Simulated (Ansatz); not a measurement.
MoS2, DFT, PBE, all-electron LAPW, scalar-relativistic (Ansatz 0.2.0), run on 2 threads of Arm Neoverse V2 on a shared host.

The cell comes from COD entry 9007660, which wasn't checked; take it as a given geometry. The listed cell was then made from it by scaling, straining or moving an atom.

Command: `ansatz run input.yaml --threads 2 --pin off --max-ram 6144MiB --backend cpu --events-out ev --progress --plain --runs-dir out`

```yaml
crystal:
  lattice:
    - [3.1610016016, -0.015805008, -0.015805008]
    - [-1.5941883392, 2.7454101924, -0.0057850344]
    - [-0.061475, -0.061475, 12.295]
  atoms:
    - { symbol: Mo, position: [0.3333333333, 0.6666666667, 0.25] }
    - { symbol: Mo, position: [0.6666666667, 0.3333333333, 0.75] }
    - { symbol: S, position: [0.3333333333, 0.6666666667, 0.6275] }
    - { symbol: S, position: [0.6666666667, 0.3333333333, 0.1275] }
    - { symbol: S, position: [0.3333333333, 0.6666666667, 0.8725] }
    - { symbol: S, position: [0.6666666667, 0.3333333333, 0.3725] }
kpoints:
  mp_grid: { grid: [10, 10, 3] }
  band_path:
    path:
      - [0.0, 0.0, 0.0]
      - [0.0, 0.0, 0.5]
      - [-0.5, 0.5, 0.0]
      - [0.0, 0.0, 0.0]
      - [0.0, -0.5, 0.0]
      - [-0.5, 0.0, 0.5]
      - [0.0, 0.0, 0.0]
      - [-0.5, 0.0, 0.0]
      - [0.0, -0.5, 0.5]
    npoints: 5
scf:
  occupations: { method: fermi_dirac, width: 0.03 }
hamiltonian:
  xc: pbe
  pseudopotentials: { kind: all_electron, lapw: { basis_error: 0.001 } }
output:
  forces: true
  stress: true
  eigenvalues: true
```

Q: How large is the problem that the program sets up?

A: 152 irreducible k-points, 1139 plane waves at Γ, 70 bands.

Q: Estimate the wall time and the peak memory.

A: 3.1 min of wall time for 11 SCF iterations, with a peak of 1.8 GiB. Times on shared machines scatter by tens of per cent.
